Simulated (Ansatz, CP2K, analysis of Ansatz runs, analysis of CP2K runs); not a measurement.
# Levels of V_Cl in LiCl (Fm-3m), rung by rung (CP2K and Ansatz), part 2 of 2

Question: at which Fermi levels does V_Cl in LiCl (Fm-3m) change its charge, and how much of the answer depends on the basis, the functional and the program? The model is a cell of 64 host atoms with 1 Cl taken out.

CP2K and Ansatz ; CP2K Gaussian and plane waves DFT, PBEsol, SR-DZVP basis, GTH potentials; charged supercells in a uniform background, point-charge correction with alignment at far sites.

So far. Step 3 (Band edges): The gap at this level is 6.21 eV. Step 4 (Relaxing each charge state): Against the host's sites the lattice moves most at charge +1 (0.23 Å); the smallest move among the states is 0.05 Å.

## Step 5: Corrections and levels

A charged cell interacts with its images and the background. The point-charge term, screened by the static dielectric constant, takes that out, and the potential far from the defect is aligned with the host's. Chemical potentials: Cl (Cl2 molecule), run alike.

By state, in eV; the first energy still holds the atoms taken out or put in:

```
charge  moment (μB)  energy over the host, electrons at the valence top  point-charge term  potential shift at far sites  its spread  correction
     0            1                                             410.668              0.000                             -           -       0.000
    +1            0                                             406.315              0.183                        -0.153       0.035       0.030
```

Potentials at atomic sites for charge +1, some of the atoms; distances and the model charge refer to the site on which the defect was built:

```
atom  distance from that site (Å)  potential less the host's (eV)  point-charge model (eV)
Li25                        2.746                          -0.431                   -0.133
Cl21                        3.503                          -0.156                   -0.039
Cl52                        3.519                          -0.148                   -0.037
 Li2                        4.384                          -0.047                    0.025
Li57                        4.419                          -0.043                    0.027
 Li9                        5.682                          -0.119                    0.046
Li11                        5.690                          -0.116                    0.046
Cl47                        6.201                          -0.067                    0.068
Cl55                        6.212                          -0.078                    0.068
 Cl7                        7.184                          -0.171                    0.075
Li42                        7.622                          -0.024                    0.089
```

Over the charge states the far sites scatter by a standard deviation of up to 0.03 eV about the model once its mean shift is taken off, which is the uncertainty of the alignment.

Chemical potentials of the elements' reference phases in the same program. Formation energy by charge state (elemental references; gap 6.21 eV):

```
charge  at valence top (eV)  at conduction bottom (eV)  correction included (eV)
    +1                 0.35                       6.55                      0.03
     0                 4.67                       4.67                      0.00
```

(Fermi level (eV), lowest formation energy (eV)): (0.00, 0.35), (0.56, 0.91), (1.13, 1.47), (1.69, 2.04), (2.26, 2.60), (2.82, 3.17), (3.39, 3.73), (3.95, 4.30), (4.52, 4.67), (5.08, 4.67), (5.64, 4.67), (6.21, 4.67)

So at this level: (+1/0) at 4.32 eV (4.35 without the correction), in a gap of 6.21 eV. At the zone centre alone a defect band is sampled at one point, which in cells of this size can move these levels by tenths of an eV or more.

## Step 6: CP2K, HSE06, UZH-DZVP, ADMM, with orbitals at the vacancy, Γ

PBEsol makes the gap too small and spreads bound carriers. HSE06 mixes in exact exchange, which the auxiliary density matrix method (ADMM) makes affordable here, with the basis and potentials made for hybrids (UZH-DZVP); a short PBE run supplies the starting orbitals and screens the integrals. The structures are kept, so only the electrons respond.

defect.inp reads:

```
&GLOBAL
  PROJECT defect
  RUN_TYPE ENERGY
  PRINT_LEVEL LOW
&END GLOBAL
&FORCE_EVAL
  METHOD QS
  &DFT
    BASIS_SET_FILE_NAME BASIS_MOLOPT_UZH
    BASIS_SET_FILE_NAME BASIS_ADMM_UZH
    POTENTIAL_FILE_NAME POTENTIAL_UZH
    CHARGE 1
    &AUXILIARY_DENSITY_MATRIX_METHOD
      ADMM_TYPE ADMM2
      EXCH_CORRECTION_FUNC PBEX
    &END AUXILIARY_DENSITY_MATRIX_METHOD
    WFN_RESTART_FILE_NAME start-RESTART.wfn
    &MGRID
      CUTOFF 500
      REL_CUTOFF 45
      NGRIDS 5
    &END MGRID
    &QS
      METHOD GPW
      MIN_PAIR_LIST_RADIUS -1
      EPS_DEFAULT 1.0E-10
    &END QS
    &SCF
      SCF_GUESS RESTART
      EPS_SCF 1.0E-6
      MAX_SCF 16
      &OT ON
        MINIMIZER DIIS
        PRECONDITIONER FULL_SINGLE_INVERSE
        ENERGY_GAP 0.001
      &END OT
      &OUTER_SCF ON
        EPS_SCF 1.0E-6
        MAX_SCF 12
      &END OUTER_SCF
    &END SCF
    &XC
      &XC_FUNCTIONAL
        &HYB_GGA_XC_HSE06
        &END HYB_GGA_XC_HSE06
      &END XC_FUNCTIONAL
      &HF
        FRACTION 0.25
        &SCREENING
          EPS_SCHWARZ 1.0E-6
          SCREEN_ON_INITIAL_P T
        &END SCREENING
        &MEMORY
          MAX_MEMORY 3450
        &END MEMORY
        &INTERACTION_POTENTIAL
          POTENTIAL_TYPE SHORTRANGE
          OMEGA 0.11
        &END INTERACTION_POTENTIAL
      &END HF
    &END XC
    &PRINT
      &MULLIKEN ON
        &EACH
          QS_SCF 0
          GEO_OPT 0
          CELL_OPT 0
          MD 0
        &END EACH
        ADD_LAST NUMERIC
      &END MULLIKEN
      &MO_CUBES ON
        NHOMO 8
        NLUMO 5
        WRITE_CUBE F
        &EACH
          QS_SCF 0
          GEO_OPT 0
          CELL_OPT 0
          MD 0
        &END EACH
        ADD_LAST NUMERIC
      &END MO_CUBES
      &E_DENSITY_CUBE ON
        STRIDE 2 2 2
        &EACH
          QS_SCF 0
          GEO_OPT 0
          CELL_OPT 0
          MD 0
        &END EACH
        ADD_LAST NUMERIC
      &END E_DENSITY_CUBE
      &V_HARTREE_CUBE ON
        STRIDE 2 2 2
        &EACH
          QS_SCF 0
          GEO_OPT 0
          CELL_OPT 0
          MD 0
        &END EACH
        ADD_LAST NUMERIC
      &END V_HARTREE_CUBE
    &END PRINT
  &END DFT
  &SUBSYS
    &CELL
      A 10.1684892000 0.0000000000 0.0000000000
      B 0.0000000000 10.1684892000 0.0000000000
      C 0.0000000000 0.0000000000 10.1684892000
      PERIODIC XYZ
    &END CELL
    &COORD
      Li  -0.0017540000 0.0043910000 0.0047120000
      Li  0.0011140000 2.5509430000 2.5572170000
[... 9 atom lines left out ...]
      Li  2.5715800000 2.3234910000 5.0924860000
[... 6 atom lines left out ...]
      Li  2.5480850000 5.0800150000 2.3286140000
[... 5 atom lines left out ...]
      Li  -0.2064830000 5.0788750000 5.0969450000
[... 1 atom line left out ...]
      Li  2.5489260000 5.0930790000 7.8463330000
      Li  2.5174310000 7.8435690000 5.0922920000
[... 27 atom lines left out ...]
      Li  5.3079640000 5.0991950000 5.0884850000
[... 6 atom lines left out ...]
      Cl  7.6173410000 7.6134090000 7.6159440000
      Clg 2.5395382312 5.0819031531 5.0802880906
    &END COORD
    &KIND Clg
      ELEMENT Cl
      BASIS_SET DZVP-MOLOPT-PBE0-GTH-q7
      BASIS_SET AUX_FIT admm-dz-q7
      GHOST T
    &END KIND
    &KIND Li
      BASIS_SET DZVP-MOLOPT-PBE0-GTH-q3
      POTENTIAL GTH-PBE0-q3
      BASIS_SET AUX_FIT admm-dz-q3
    &END KIND
    &KIND Cl
      BASIS_SET DZVP-MOLOPT-PBE0-GTH-q7
      POTENTIAL GTH-PBE0-q7
      BASIS_SET AUX_FIT admm-dz-q7
    &END KIND
    &PRINT
      &ATOMIC_COORDINATES ON
      &END ATOMIC_COORDINATES
      &CELL ON
      &END CELL
    &END PRINT
  &END SUBSYS
  &PRINT
    &FORCES ON
    &END FORCES
  &END PRINT
&END FORCE_EVAL
```

start.inp reads:

```
&GLOBAL
  PROJECT start
  RUN_TYPE ENERGY
  PRINT_LEVEL LOW
&END GLOBAL
&FORCE_EVAL
  METHOD QS
  &DFT
    BASIS_SET_FILE_NAME BASIS_MOLOPT_UZH
    BASIS_SET_FILE_NAME BASIS_ADMM_UZH
    POTENTIAL_FILE_NAME POTENTIAL_UZH
    CHARGE 1
    &MGRID
      CUTOFF 500
      REL_CUTOFF 45
      NGRIDS 5
    &END MGRID
    &QS
      METHOD GPW
      EPS_DEFAULT 1.0E-10
    &END QS
    &SCF
      SCF_GUESS ATOMIC
      EPS_SCF 1.0E-4
      MAX_SCF 16
      &OT ON
        MINIMIZER DIIS
        PRECONDITIONER FULL_ALL
        ENERGY_GAP 0.001
      &END OT
      &OUTER_SCF ON
        EPS_SCF 1.0E-4
        MAX_SCF 12
      &END OUTER_SCF
    &END SCF
    &XC
      &XC_FUNCTIONAL PBE
      &END XC_FUNCTIONAL
    &END XC
    &PRINT
      &MULLIKEN ON
        &EACH
          QS_SCF 0
          GEO_OPT 0
          CELL_OPT 0
          MD 0
        &END EACH
        ADD_LAST NUMERIC
      &END MULLIKEN
      &MO_CUBES ON
        NHOMO 8
        NLUMO 5
        WRITE_CUBE F
        &EACH
          QS_SCF 0
          GEO_OPT 0
          CELL_OPT 0
          MD 0
        &END EACH
        ADD_LAST NUMERIC
      &END MO_CUBES
    &END PRINT
  &END DFT
  &SUBSYS
    &CELL
      A 10.1684892000 0.0000000000 0.0000000000
      B 0.0000000000 10.1684892000 0.0000000000
      C 0.0000000000 0.0000000000 10.1684892000
      PERIODIC XYZ
    &END CELL
    &COORD
      Li  -0.0017540000 0.0043910000 0.0047120000
      Li  0.0011140000 2.5509430000 2.5572170000
[... 9 atom lines left out ...]
      Li  2.5715800000 2.3234910000 5.0924860000
[... 6 atom lines left out ...]
      Li  2.5480850000 5.0800150000 2.3286140000
[... 5 atom lines left out ...]
      Li  -0.2064830000 5.0788750000 5.0969450000
[... 1 atom line left out ...]
      Li  2.5489260000 5.0930790000 7.8463330000
      Li  2.5174310000 7.8435690000 5.0922920000
[... 27 atom lines left out ...]
      Li  5.3079640000 5.0991950000 5.0884850000
[... 6 atom lines left out ...]
      Cl  7.6173410000 7.6134090000 7.6159440000
      Clg 2.5395382312 5.0819031531 5.0802880906
    &END COORD
    &KIND Clg
      ELEMENT Cl
      BASIS_SET DZVP-MOLOPT-PBE0-GTH-q7
      GHOST T
    &END KIND
    &KIND Li
      BASIS_SET DZVP-MOLOPT-PBE0-GTH-q3
      POTENTIAL GTH-PBE0-q3
    &END KIND
    &KIND Cl
      BASIS_SET DZVP-MOLOPT-PBE0-GTH-q7
      POTENTIAL GTH-PBE0-q7
    &END KIND
    &PRINT
      &ATOMIC_COORDINATES ON
      &END ATOMIC_COORDINATES
      &CELL ON
      &END CELL
    &END PRINT
  &END SUBSYS
  &PRINT
    &FORCES ON
    &END FORCES
  &END PRINT
&END FORCE_EVAL
```

Launch:

```bash
$ OMP_NUM_THREADS=1 mpirun -n 4 cp2k.psmp -i start.inp -o start.out
$ OMP_NUM_THREADS=2 mpirun -n 2 cp2k.psmp -i defect.inp -o defect.out
```

Run time: 3.5 min. Hardware: 4 MPI ranks of Arm Neoverse V2, shared host; peak memory 2.4 GiB.

By state, in eV; the first energy still holds the atoms taken out or put in:

```
charge  moment (μB)  energy over the host, electrons at the valence top  point-charge term  potential shift at far sites  its spread  correction
     0            1                                             412.348              0.000                             -           -       0.000
    +1            0                                             406.902              0.183                        -0.150       0.035       0.032
```

Against the first level the gap goes from 6.21 to 7.77 eV, and the level that moves most, (+1/0), from 4.32 to 5.41 eV; counted from the conduction bottom it moves by 0.47 eV, so it follows the conduction band more closely, by this count alone (no common zero is set between the two levels of method).

## Step 7: Ansatz, plane waves, PBEsol, Γ

To see what the orbital basis costs in accuracy, the cells go to a plane-wave program with the same functional and are relaxed once more there. Basis and potentials change, and the atoms may shift. The defect cells stay at the zone centre alone.

input.yaml reads:

```yaml
crystal:
  lattice:
    - [10.1684892, 0.0, 0.0]
    - [0.0, 10.1684892, 0.0]
    - [0.0, 0.0, 10.1684892]
  atoms:
    - { symbol: Li, position: [-0.0001724937, 0.0004318242, 0.0004633923] }
    - { symbol: Li, position: [0.0001095541, 0.2508674543, 0.2514844585] }
[... 9 atom lines left out ...]
    - { symbol: Li, position: [0.2528969594, 0.2284991363, 0.5008104842] }
[... 6 atom lines left out ...]
    - { symbol: Li, position: [0.25058639, 0.4995840483, 0.2290029477] }
[... 5 atom lines left out ...]
    - { symbol: Li, position: [-0.0203061631, 0.4994719373, 0.5012489958] }
[... 1 atom line left out ...]
    - { symbol: Li, position: [0.2506690964, 0.5008688016, 0.7716321319] }
    - { symbol: Li, position: [0.2475717828, 0.7713603118, 0.5007914057] }
[... 27 atom lines left out ...]
    - { symbol: Li, position: [0.5220012428, 0.5014702676, 0.5004170138] }
[... 6 atom lines left out ...]
    - { symbol: Cl, position: [0.7491123657, 0.7487256809, 0.7489749805] }
total_charge: 1
basis:
  ecutwfc: 420
  xc_grid: 2
hamiltonian:
  xc: pbesol
kpoints:
  mp_grid: { grid: [1, 1, 1] }
scf:
  occupations: { method: fermi_dirac, width: 0.01 }
  max_iter: 200
output:
  forces: true
  eigenvalues: unsolved
  write_density: true
  write_potential: true
  volumetric_format: npy
relax:
  f_tol: 0.06
  max_steps: 70
```

Launch:

```bash
$ ansatz run input.yaml --threads 4 --pin off --max-ram 7065MiB --backend cpu --events-out ev --progress --plain --runs-dir out
```

Elapsed: 12 s, on 4 threads; peak memory 0.97 GiB; 41 s of CPU time.

```
charge  moment (μB)    outcome  structures computed  largest displacement of a host atom from its site (Å)  lowest empty less highest filled level (eV)  time
    +1            0  converged                    2                                                   0.23                                         5.24  12 s
     0            1  converged                    2                                                   0.05                                         1.15  22 s
```

The new relaxations moved atoms by at most 0.00 Å: the forces at the start were already under the tolerance, so the structures are at rest in both programs within it.

By state, in eV; the first energy still holds the atoms taken out or put in:

```
charge  moment (μB)  energy over the host, electrons at the valence top  point-charge term  potential shift at far sites  its spread  correction
     0            1                                             1065.22              0.000                             -           -       0.000
    +1            0                                             1060.87              0.183                        -0.189       0.032      -0.006
```

Against the first level the gap goes from 6.21 to 6.28 eV, and the level that moves most, (+1/0), from 4.32 to 4.36 eV.

## Step 8: Side by side

Gap and levels in eV, each above its own valence top, and the processor time of the defect runs (shared machines):

```
                                             level of method   gap  (+1/0)           runs  core time
      CP2K, PBEsol, SR-DZVP, with orbitals at the vacancy, Γ  6.21    4.32    relaxations     28 min
CP2K, HSE06, UZH-DZVP, ADMM, with orbitals at the vacancy, Γ  7.77    5.41  single points     32 min
                              Ansatz, plane waves, PBEsol, Γ  6.28    4.36    relaxations    2.1 min
```

Formation energies in eV with the Fermi level at the valence top and the elements as references, each run at its own level:

```
                                       level of method    +1     0
CP2K, PBEsol, SR-DZVP, with orbitals at the vacancy, Γ  0.35  4.67
                        Ansatz, plane waves, PBEsol, Γ  0.15  4.51
```

## Step 9: Outcome

| Quantity | Value |
| --- | --- |
| gap of the host (CP2K, PBEsol) | 6.21 eV |
| largest difference in a level, orbitals against plane waves | 0.03 eV |
| difference in the gap, orbitals less plane waves | -0.07 eV |
| formation energy, orbitals less plane waves | 0.16 to 0.19 eV |
| gap with HSE06 | 7.77 eV |
| level (plus 1/0), CP2K, PBEsol, SR-DZVP, with orbitals at the vacancy, Γ | 4.32 eV above the valence top |
| level (plus 1/0), CP2K, HSE06, UZH-DZVP, ADMM, with orbitals at the vacancy, Γ | 5.41 eV above the valence top |

In words: At the level trusted most (CP2K, HSE06, UZH-DZVP, ADMM, with orbitals at the vacancy, Γ) the charge changes at 5.41 eV (+1/0) above the valence top, in a gap of 7.77 eV. Orbitals and plane waves agree on the levels within 0.03 eV ((+1/0) differs most) and on the gap within 0.07 eV, so the orbital basis serves for these levels. The orbital relaxations took 13.5 times the core time of the plane-wave ones, which started from relaxed structures. Formation energies differ by 0.16 to 0.19 eV, more than the levels do; unlike the levels they hold the errors of basis and potentials for the reference phases and for the atoms added or removed. HSE06, with its own basis and potentials, opens the gap by 1.56 eV, and the levels move by 1.09 eV against the valence top; a relaxation under the hybrid, not done here, would move them further. CP2K warns that the screened exchange reaches further than half the cell and that total energies may suffer; neither this nor the small auxiliary basis was tested against a larger cell or plane waves, so the hybrid's gap and levels are rough. Only the charges 0 and +1 were placed; others may be stable too. With its standard share of exact exchange, a screened hybrid still makes the gap of so wide-gap an insulator too small, which bears on the distance of the levels from both edges. What this leaves open: sampling at the zone centre alone can move energies of charged and open-shell states by tenths of an eV or more in cells of this size; where a gas molecule sets a chemical potential or the host's formation energy, its binding is uncorrected.

[Logs are printed without paths, hosts, clocks, repeated set-up lines and the standing remarks that a program may print on its own settings, such as how far it seeks lower states.]

[Hosts, paths, dates, database ids (printed as entryN), source tags and the programs' standing remarks are cut or masked in the printed files.]

[For some hosts the program warned that the k-mesh of the response run may be too coarse for force constants and the static dielectric constant; such warnings are not shown here.]

[Charge tables in the logs are Mulliken or Hirshfeld populations, whose sizes and signs can differ; where basis functions stand at a vacancy, SIESTA counts their charge against the missing atom's valence.]

[In relaxation paths of CP2K, step 0 can be the structure after the first move, since the trajectory file begins there, and the last row can be the final structure solved once more.]
